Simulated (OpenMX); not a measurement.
MoS2: band structure with PBE

The system is MoS2.

```
Mo S
1.0
     1.58000    0.91221    6.15000
    -1.58000    0.91221    6.15000
     0.00000   -1.82443    6.15000
Mo S
1 2
Direct
  0.00000 0.00000 0.00000
  0.41700 0.41700 0.41700
  0.25000 0.25000 0.25000
```

Measurements of this composition are mostly on another form, of space group No. 194.

```json
{
 "Program": "OpenMX 3.8.5",
 "Task": "band structure",
 "Functional": "PBE",
 "Potentials or basis": "OpenMX 2013 PBE set, Mo7.0-s3p2d2, S7.0-s2p2d1f1, grid cutoff 400 Ry",
 "k mesh": "7 × 7 × 7",
 "Occupations": "fermi-dirac, width 0.05 eV",
 "Spin": "no spin polarisation",
 "Mixing scheme": "rmm-diisk",
 "SCF threshold": "1e-08 Ha",
 "Solver": "band",
 "Max SCF cycles": "100"
}
```

| Item | Value |
| --- | --- |
| Pressure | 9.2 GPa |
| Largest force | 1.030 eV/Å |
| Band gap on the k mesh | 1.09 eV, indirect (least direct gap 2.14 eV) |
| Band gap along the path | 0.90 eV, indirect (least direct gap 1.71 eV) |
| Mulliken charges | Mo +0.33; S -0.16, -0.17 e |

Forces on the atoms (eV/Å):
```
Mo   0.000  0.011  0.119
S    0.000 -0.005  0.907
S    0.000 -0.005 -1.030
```

Levels at the corners of the path, in eV from the valence-band top:
```csv
point,band 11,band 12,band 13,band 14,band 15,band 16
Γ,-2.34,-1.23,-1.17,2.11,2.11,2.46
L,-2.35,-1.67,-1.53,1.52,1.96,3.49
B1|B,-3.82,-2.84,-0.83,0.93,2.32,2.97
Z,-2.31,-2.31,0.00,2.22,2.22,2.32
Γ,-2.34,-1.23,-1.17,2.11,2.11,2.46
X|Q,-3.75,-2.89,-0.81,0.90,2.32,2.96
F,-2.91,-1.85,-1.36,1.47,2.07,3.21
P1,-2.79,-1.81,-1.39,1.48,2.09,3.28
Z|L,-2.31,-2.31,0.00,2.22,2.22,2.32
P,-2.79,-1.81,-1.39,1.48,2.09,3.28
```

Run time: 110 s on 1 thread of Arm Neoverse V1 (shared host), peak memory 0.51 GiB.

Caveat: Mulliken charges move with the basis; the mesh misses the band edges, which the band path finds closer together; the basis of atomic orbitals isn't converged, which shifts pressures, moduli and gaps; forces of over 1 eV/Å show positions far from the minimum, so gaps and moduli don't describe the material at rest.
